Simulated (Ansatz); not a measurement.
# What strain does to WS2 (3R-MoS2 type)

WS2 built on the 3R-MoS2 prototype, relaxed with r2SCAN+rVV10 in the plane-wave code Ansatz. Space group R3m (No. 160), trigonal; conventional cell a = 3.172 Å, c = 18.712 Å, 18.11 Å³ an atom. W is surrounded by 6 S at 2.41 Å; S is surrounded by 3 W at 2.41 Å.

The axes x, y and z are those of this cell:
```
W S
1.0
     1.58589    0.91561    6.23747
    -1.58589    0.91561    6.23747
     0.00000   -1.83122    6.23747
W S
1 2
Direct
  0.99999 0.99999 0.99999
  0.41680 0.41680 0.41680
  0.24988 0.24988 0.24988
```

Unstrained: PBE gives an indirect gap of 1.069 eV, from T to Γ–S₀ (0.52 of the way from Γ); the least direct gap is 1.848 eV at k = (-0.163, 0.163, -1/2). With r2SCAN the valence top lies at T and the conduction bottom at Γ–S₀ (0.52 of the way from Γ), 1.180 eV higher; the smallest vertical gap, at k = (-0.163, 0.163, -1/2), is 1.971 eV. With HSE06 the valence top lies at T and the conduction bottom at Γ–S₀ (0.52 of the way from Γ), 1.602 eV higher; the smallest vertical gap, at k = (1/6, -1/2, -1/6), is 2.329 eV. Meshes: PBE 10×10×10, r2SCAN 10×10×10, HSE06 6×6×6. Strains are changes of length per length. After each strain the atoms were relaxed again with r2SCAN+rVV10 within the symmetry that the strain leaves, so tilts or polar shifts that break it weren't tested; points keep the names that they have in the unstrained zone. No spin polarisation and no zero-point or thermal motion.

Changes of the least gap in eV (an overlap counts as a negative gap):

| strain | volume change (%) | space group | PBE | r2SCAN | HSE06 |
| --- | --- | --- | --- | --- | --- |
| uniaxial -3.88 % along x | -3.9 | Cm | +0.005 | +0.014 | – |

Uniaxial -3.88 % along x, other directions held. r2SCAN: the gap goes from 1.180 to 1.194 eV (+0.014 eV). Stress change with PBE, compression positive: xx +11.19, yy +2.31, zz +0.93, yz +0.15 GPa.

Spin-orbit coupling is left out, which matters wherever the heavy atoms make up the band edges.

Where an edge lies off the special points, it is a point of the mesh or the k point where a search put PBE's edge or least direct gap, reused for the other functionals, whose own edges may lie a little apart.

Coordinates of k points refer to the reciprocal vectors of the primitive cell of the runs.
